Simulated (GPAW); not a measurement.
Runs of GPAW 26.7.0 on Ge. It takes space group Cmce (No. 64, orthorhombic). The conventional cell has a = 8.674 Å, b = 5.997 Å, c = 5.750 Å, α = 90.00°, β = 90.00°, γ = 90.00°. Ge (site symmetry m) has 9 Ge at 2.71 to 3.04 Å as nearest neighbours. Around Ge (site symmetry 2) lie 10 Ge at 2.84 to 3.09 Å. This isn't the form of Ge at room conditions, which is diamond.

```tsv
task	level	potentials or basis	k mesh	band path	band points	mesh quality	pressure (GPa)	largest force (eV/Å)
band structure	LDA	the program's PAW data sets (release 1.2.1) made for this functional, pw	4 × 4 × 3	GXSRAZGYX1A1TY,ZT	80	coarse	-1.8	0.12
single point	PBEsol	PAW data sets generated in the run's folder for this functional, pw	6 × 6 × 5	-	-	not flagged	-0.4	(a)
band structure	PBEsol	PAW data sets generated in the run's folder for this functional, pw	4 × 4 × 3	GXSRAZGYX1A1TY,ZT	80	coarse	-0.2	0.14
band structure	r2SCAN	GPAW PAW data sets (gpaw-data 1.2.1), pw	4 × 4 × 3	GXSRAZGYX1A1TY,ZT	80	coarse	1.0	(b)
```

Alike in all rows: no spin polarisation; cell as given; cutoff (eV) 600; smearing fermi-dirac 0.05 eV.

Question: Estimate the missing entries.

Answer: (a) 0.05; (b) 0.09.

Caveats: some runs use coarse meshes; the PAW data sets were made with another functional, which shifts forces and pressure a little (some runs).

Not every run made on this cell is shown here.
